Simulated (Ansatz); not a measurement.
**InSb: tests of the settings**

Aim, for InSb: test the smearing width on a coarse mesh.

Computed with Ansatz 0.2.0 (DFT PBE, scalar-relativistic, plane waves, PAW, unless a step's input says otherwise).

1 further run of the same task is left out (for a known fault of the program).

### 1 The structure to begin with

The structure is tetragonal, space group P4/mmm (No. 123). Conventional cell: a = 3.077 Å, b = 3.077 Å, c = 6.215 Å, α = 90.00°, β = 90.00°, γ = 90.00°. In (site symmetry 4/mmm) has 4 In at 3.08 Å and 2 Sb at 3.11 Å as nearest neighbours. Sb (site symmetry 4/mmm) is surrounded by 4 Sb at 3.08 Å and 2 In at 3.11 Å.

Structure file:

```xyz
2
Lattice="3.0767 0.0000 0.0000 0.0000 3.0767 0.0000 0.0000 0.0000 6.2155" Properties=species:S:1:pos:R:3 pbc="T T T"
In    0.0000    0.0000    0.0000
Sb    0.0000    0.0000    3.1077
```

The structure comes from the Materials Project (structure only); it is used as listed.

### 2 The base input

Input file input.yaml:

```yaml
crystal:
  lattice:
    - [3.076656, 0.0, 0.0]
    - [0.0, 3.076656, 0.0]
    - [0.0, 0.0, 6.21547]
  atoms:
    - { symbol: In, position: [0.0, 0.0, 0.0] }
    - { symbol: Sb, position: [0.0, 0.0, 0.5] }
basis:
  ecutwfc: 420
kpoints:
  mp_grid: { grid: [14, 14, 8] }
hamiltonian:
  xc: pbe
scf:
  occupations: { method: gaussian, width: 0.1 }
output:
  forces: true
  stress: true
  eigenvalues: true
  populations: true
```

It was run beforehand and gave: -6041.0986 eV/atom at zero smearing, pressure 0.55 GPa, largest force 0.000 eV/Å, no gap on the mesh, in 7 SCF cycles and 4 s.

### 3 Smearing width on a coarse mesh: Gaussian 0.01 eV

Input file input.yaml:

```yaml
crystal:
  lattice:
    - [3.076656, 0.0, 0.0]
    - [0.0, 3.076656, 0.0]
    - [0.0, 0.0, 6.21547]
  atoms:
    - { symbol: In, position: [0.0, 0.0, 0.0] }
    - { symbol: Sb, position: [0.0, 0.0, 0.5] }
basis:
  ecutwfc: 420
kpoints:
  mp_grid: { grid: [7, 7, 4] }
hamiltonian:
  xc: pbe
scf:
  occupations: { method: gaussian, width: 0.01 }
output:
  forces: true
  stress: true
  eigenvalues: true
```

### 4 Smearing width on a coarse mesh: Gaussian 0.05 eV

Changes to input.yaml since step 3:

```diff
@@ -15,3 +15,3 @@
 scf:
-  occupations: { method: gaussian, width: 0.01 }
+  occupations: { method: gaussian, width: 0.05 }
 output:
```

### 5 Smearing width on a coarse mesh: Gaussian 0.1 eV

Changes to input.yaml since step 4:

```diff
@@ -15,3 +15,3 @@
 scf:
-  occupations: { method: gaussian, width: 0.05 }
+  occupations: { method: gaussian, width: 0.1 }
 output:
```

### 6 Smearing width on a coarse mesh set to Gaussian 0.2 eV

Changes to input.yaml since step 5:

```diff
@@ -15,3 +15,3 @@
 scf:
-  occupations: { method: gaussian, width: 0.1 }
+  occupations: { method: gaussian, width: 0.2 }
 output:
```

### 7 Smearing width on a coarse mesh set to Gaussian 0.4 eV

Changes to input.yaml since step 6:

```diff
@@ -15,3 +15,3 @@
 scf:
-  occupations: { method: gaussian, width: 0.2 }
+  occupations: { method: gaussian, width: 0.4 }
 output:
```

(Steps that only read results are left out.)

**Question.** What does this series show? Wanted: largest energy shift, smearing width on a coarse mesh.

The runs gave:

| quantity | value |
| --- | --- |
| largest energy shift, smearing width on a coarse mesh | -15.7 meV/atom at Gaussian 0.2 |

What this shows: The free energy moves by up to 35.5 meV/atom (Gaussian 0.4), the energy extrapolated to zero width by up to 15.7. On the coarse mesh the shift from the base is least at Gaussian 0.4 eV (14.3 meV/atom): a wider smearing hides a sparse mesh, up to the point where its own error takes over. Spin-orbit coupling is left out for Sb.
